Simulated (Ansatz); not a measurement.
# AlB2N3: a trial structure relaxed

Aim: relax a trial structure of AlB2N3 and see where it ends.

Method: DFT PBE, scalar-relativistic, plane waves, PAW, in Ansatz 0.2.0.

### Step 1. Starting point

The structure is hexagonal, space group P-6m2 (No. 187). Conventional cell: a = 2.602 Å, b = 2.602 Å, c = 21.110 Å, α = 90.00°, β = 90.00°, γ = 120.00°. Al (site symmetry 3m) is surrounded by 3 N at 1.50 Å. B (site symmetry 3m) is surrounded by 3 N at 1.50 Å. B (site symmetry -6m2) is surrounded by 3 N at 1.50 Å. Around N (site symmetry 3m) lie 3 B at 1.50 Å. Around N (site symmetry -6m2) lie 3 B at 1.50 Å. N (site symmetry 3m) has 3 Al at 1.50 Å as nearest neighbours.

Structure file:

```
Al B N
1.0
     2.60248    0.00000    0.00000
    -1.30124    2.25381    0.00000
     0.00000    0.00000   21.11015
Al B N
2 4 6
Cartesian
  0.0000 1.5025 7.0367
  0.0000 1.5025 14.0734
  0.0000 0.0000 17.5918
  0.0000 0.0000 3.5184
  0.0000 0.0000 10.5551
  0.0000 1.5025 0.0000
  0.0000 1.5025 17.5918
  0.0000 1.5025 3.5184
  0.0000 1.5025 10.5551
  1.3012 0.7513 0.0000
  1.3012 0.7513 7.0367
  1.3012 0.7513 14.0734
```

The start is an ordering of an alloy on its end members' structure types: elements ordered on the sites of the BN type, B/Al on B (P-6m2, No. 187).

### Step 2. A first look at the guess

File input.yaml:

```yaml
crystal:
  lattice:
    - [2.60247566, 0.0, 0.0]
    - [-1.30123783, 2.25381003, 0.0]
    - [0.0, 0.0, 21.11014657]
  atoms:
    - { symbol: Al, position: [0.33333333, 0.66666667, 0.33333333] }
    - { symbol: Al, position: [0.33333333, 0.66666667, 0.66666667] }
    - { symbol: B, position: [0.0, 0.0, 0.83333333] }
    - { symbol: B, position: [0.0, 0.0, 0.16666667] }
    - { symbol: B, position: [0.0, 0.0, 0.5] }
    - { symbol: B, position: [0.33333333, 0.66666667, 0.0] }
    - { symbol: "N", position: [0.33333333, 0.66666667, 0.83333333] }
    - { symbol: "N", position: [0.33333333, 0.66666667, 0.16666667] }
    - { symbol: "N", position: [0.33333333, 0.66666667, 0.5] }
    - { symbol: "N", position: [0.66666667, 0.33333333, 0.0] }
    - { symbol: "N", position: [0.66666667, 0.33333333, 0.33333333] }
    - { symbol: "N", position: [0.66666667, 0.33333333, 0.66666667] }
basis:
  ecutwfc: 420
kpoints:
  mp_grid: { grid: [6, 6, 1] }
hamiltonian:
  xc: pbe
scf:
  occupations: { method: gaussian, width: 0.1 }
  lower_state_search: "off"
output:
  forces: true
  stress: true
  eigenvalues: true
```

Run with:

```bash
> ansatz run input.yaml --threads 1 --pin off --max-ram 2560MiB --backend cpu --events-out ev --progress --plain --runs-dir out
```

Further runs follow: coarse relaxation; final relaxation.

Before running it: what results should come out? Wanted: conventional cell; volume; energy over the elements; gap on the mesh.

As calculated:

| quantity | value |
| --- | --- |
| symmetry at the end (tolerance 0.02 Å) | space group P-6m2 (No. 187) |
| conventional cell | a = 2.769 Å, b = 2.769 Å, c = 23.397 Å, α = 90.00°, β = 90.00°, γ = 120.00° |
| volume | 12.94 Å³/atom |
| energy over the elements (uncorrected; H, N, O, F and Cl as molecules) | -0.46 eV/atom |
| gap on the mesh | 3.02 eV |

**Reading.** The space group P-6m2 (No. 187) is kept, and the volume per atom grows by 25.4 % from the first guess. It lies below the elements, which doesn't yet make it stable: competing phases were not computed in this session. No finished test with a distortion of lower symmetry is shown, so the end may be a saddle point.
